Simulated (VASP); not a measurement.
# AsH₃, nudged elastic band: which settings are enough?

AsH₃, molecule in box, 4 atoms in the cell. PBE, nudged elastic band; PAW potentials As, H (PBE set). VASP 6.6.1.

Wanted: barrier within 0.02 eV.

Path: AsH3 inversion; Moving images: 3.

The series start from Cutoff ENCUT (eV): 250; SCF threshold EDIFF (eV): 1e-5; PREC: Normal; LREAL: no. Each series keeps the choices made before it, and each single choice may use up half of a tolerance. Times cover all steps of a run.

## Cutoff ENCUT (eV)

| Cutoff ENCUT (eV) | Barrier (eV) | Time (s) |
|---|---|---|
| 200 | 1.785 | 54 |
| 250 | 1.803 | 46 |
| 300 | 1.805 | 56 |
| 350 | 1.804 | 70 |
| 400 (reference) | 1.805 | 85 |

## SCF threshold EDIFF (eV)

| SCF threshold EDIFF (eV) | Barrier (eV) | Time (s) |
|---|---|---|
| 0.001 | 1.803 | 36 |
| 0.0001 | 1.803 | 42 |
| 1e-5 | 1.803 | 46 |
| 1e-6 (reference) | 1.803 | 72 |

## PREC

| PREC | Barrier (eV) | Time (s) |
|---|---|---|
| Normal | 1.803 | 36 |
| Accurate | 1.803 | 63 |

## LREAL

| LREAL | Barrier (eV) | Time (s) |
|---|---|---|
| no | 1.803 | 36 |
| Auto | 1.803 | 35 |

## Question

The rows run from the loosest to the tightest (no order: PREC, LREAL). For each series: choose the loosest value from which every tighter one stays within half of the tolerance; where there is no order, keep the first row unless others stay within half of the tolerance and take at least 30 % less time, and then take the fastest.

## Answer

- Cutoff ENCUT (eV): 250
- SCF threshold EDIFF (eV): 0.001
- PREC: Normal
- LREAL: no

## All choices together

| Input | Barrier (eV) | Time (s) |
|---|---|---|
| chosen settings | 1.803 | 36 |
| reference settings throughout | 1.805 | 108 |

The tolerance is met.

## The input

INCAR.step1:
```
SYSTEM = AsH3
PREC = Normal
ENCUT = 250
EDIFF = 0.001
ISMEAR = 0
SIGMA = 0.01
ISYM = 0
LREAL = .False.
LASPH = .True.
NELM = 100
ALGO = Normal
LWAVE = .False.
LCHARG = .False.
IBRION = 2
NSW = 100
ISIF = 2
EDIFFG = -0.02
POTIM = 0.5
```

INCAR.step3, as INCAR.step1 but for:
```
- IBRION = 2
- ISIF = 2
- EDIFFG = -0.02
- POTIM = 0.5
+ IBRION = 1
+ POTIM = 0.3
+ EDIFFG = -0.05
+ SPRING = -5
+ IMAGES = 3
```

KPOINTS:
```
k-points
0
Gamma
  1 1 1
```

00/POSCAR:
```
AsH3
1.0
    9.0000000000      0.0000000000      0.0000000000
    0.0000000000      9.5000000000      0.0000000000
    0.0000000000      0.0000000000      9.0000000000
As H
1 3
Direct
    0.4581447513      0.4999999949      0.5730752348
    0.5992646672      0.5000000006      0.4756429825
    0.3875702892      0.6157914628      0.4756408906
    0.3875702923      0.3842085416      0.4756408921
```

01/POSCAR:
```
AsH3
1.0
    9.0000000000      0.0000000000      0.0000000000
    0.0000000000      9.5000000000      0.0000000000
    0.0000000000      0.0000000000      9.0000000000
As H
1 3
Direct
    0.4581406575      0.4999999978      0.5384818314
    0.6148256236      0.5000000003      0.4871732851
    0.3797918588      0.6285557281      0.4871724415
    0.3797918601      0.3714442737      0.4871724421
```

02/POSCAR:
```
AsH3
1.0
    9.0000000000      0.0000000000      0.0000000000
    0.0000000000      9.5000000000      0.0000000000
    0.0000000000      0.0000000000      9.0000000000
As H
1 3
Direct
    0.4581375000      0.5000000000      0.5000000000
    0.6255875000      0.5000000000      0.5000000000
    0.3744125000      0.6373835352      0.5000000000
    0.3744125000      0.3626164648      0.5000000000
```

03/POSCAR:
```
AsH3
1.0
    9.0000000000      0.0000000000      0.0000000000
    0.0000000000      9.5000000000      0.0000000000
    0.0000000000      0.0000000000      9.0000000000
As H
1 3
Direct
    0.4581405379      0.4999999995      0.4615182495
    0.6148257013      0.5000000002      0.5128266941
    0.3797918807      0.6285556615      0.5128275263
    0.3797918800      0.3714443387      0.5128275301
```

04/POSCAR:
```
AsH3
1.0
    9.0000000000      0.0000000000      0.0000000000
    0.0000000000      9.5000000000      0.0000000000
    0.0000000000      0.0000000000      9.0000000000
As H
1 3
Direct
    0.4581444629      0.4999999985      0.4269249250
    0.5992648758      0.5000000004      0.5243569898
    0.3875703312      0.6157913278      0.5243590389
    0.3875703301      0.3842086733      0.5243590462
```

POSCAR.step1:
```
AsH3
1.0
    9.0000000000      0.0000000000      0.0000000000
    0.0000000000      9.5000000000      0.0000000000
    0.0000000000      0.0000000000      9.0000000000
As H
1 3
Direct
    0.4581375000      0.5000000000      0.5716593143
    0.5987469208      0.5000000000      0.4761135619
    0.3878327896      0.6153623130      0.4761135619
    0.3878327896      0.3846376870      0.4761135619
```

POSCAR.step2:
```
AsH3
1.0
    9.0000000000      0.0000000000      0.0000000000
    0.0000000000      9.5000000000      0.0000000000
    0.0000000000      0.0000000000      9.0000000000
As H
1 3
Direct
    0.4581375000      0.5000000000      0.4283406857
    0.5987469208      0.5000000000      0.5238864381
    0.3878327896      0.6153623130      0.5238864381
    0.3878327896      0.3846376870      0.5238864381
```

Commands (each step's output is kept before the next begins):
```
cat potpaw_PBE.64/As/POTCAR potpaw_PBE.64/H/POTCAR > POTCAR
cp INCAR.step1 INCAR
cp POSCAR.step1 POSCAR
mpirun -np 2 vasp_gam > vasp.out
cp POSCAR.step2 POSCAR
mpirun -np 2 vasp_gam > vasp.out
# 00 and 04 hold the relaxed ends; the images between are interpolated (pair-distance (IDPP), through a guessed midpoint)
cp INCAR.step3 INCAR
mpirun -np 3 vasp_gam > vasp.out
```

The chosen input took VASP 6.6.1 36 s on 3 cores (AMD EPYC 7R43 (Zen 3)), a shared host.
